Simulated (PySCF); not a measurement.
# Ge: equation of state with LDA

The system is Ge.

```
Ge
1.0
     0.00000    2.82891    2.82891
     2.82891    0.00000    2.82891
     2.82891    2.82891    0.00000
Ge
2
Direct
  0.75000 0.75000 0.75000
  0.50000 0.50000 0.50000
```

- Program: PySCF 2.14.0
- Task: equation of state
- Functional: LDA
- Potentials or basis: DZVP-MOLOPT-SR/GTH-PBE (potentials made for PBE)
- k mesh: 4 × 4 × 4
- Occupations: fermi-dirac, width 0.05 eV
- Spin: no spin polarisation

```json
{
 "Equilibrium volume": "25.04 Å³/atom (rough: see the caveat)",
 "Bulk modulus": "27 GPa (rough)"
}
```

Energy against volume, from the lowest point:
```csv
volume (Å³/atom),energy (meV/atom)
21.281,81.89
21.733,57.51
22.186,38.56
22.639,24.18
23.092,13.03
23.545,4.83
23.997,0.00
```

Wall time 12 min on 4 threads of Intel(R) Xeon(R) Processor @ 2.50GHz (Skylake/Cascade Lake), with other jobs on the host.

Caveat: the k mesh is coarse (spacing up to 0.48 Å⁻¹), so the values aren't converged; the minimum lies outside the volumes run; the fit is doubtful: noisy points or a state that changes with volume; the potentials were made for another functional, which shifts forces and pressure; the basis of atomic orbitals isn't converged, which shifts pressures, moduli and gaps.
